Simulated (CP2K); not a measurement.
The system is GaP.

```
Ga P
1.0
     6.81095    0.00000    0.00000
     5.70235    3.72455    0.00000
     5.70235    1.69729    3.31534
Ga P
2 2
Cartesian
  10.2851 3.0613 1.8719
  7.9306 2.3605 1.4434
  17.1703 5.1107 3.1251
  1.0454 0.3112 0.1903
```

Measurements of this composition are mostly on another form, of space group No. 216.

Base run:

- Program: CP2K 2026.2
- Functional: MS2
- Potentials or basis: POTENTIAL_UZH Ga GTH-PBE-q13, P GTH-PBE-q5; TZVP-MOLOPT-PBE-GTH basis
- Density cutoff: 9184 eV
- k mesh: 8 × 8 × 8
- Occupations: fermi-dirac, width 0.05 eV
- Spin: no spin polarisation

Its results: band gap on the k mesh 1.21 eV, indirect (least direct gap 1.58 eV); pressure -2.4 GPa; largest force 0.122 eV/Å.

Q: After a change of settings the same cell gave: band gap on the k mesh 0.69 eV, indirect (least direct gap 0.92 eV); pressure -3.3 GPa; largest force 0.276 eV/Å. Which change was it?
A. functional from MS2 to LDA
B. functional from MS2 to WC
C. functional from MS2 to rev-vdW-DF2
D. functional from MS2 to PBEsol

A: A.

MS2 gives the wider gap, since meta-GGAs in the generalised Kohn-Sham scheme recover part of the derivative discontinuity.

Caveats: the potentials were made for another functional, which shifts forces and pressure; the basis of atomic orbitals isn't converged, which shifts pressures, moduli and gaps.

Runs at the PBE level aren't shown here.
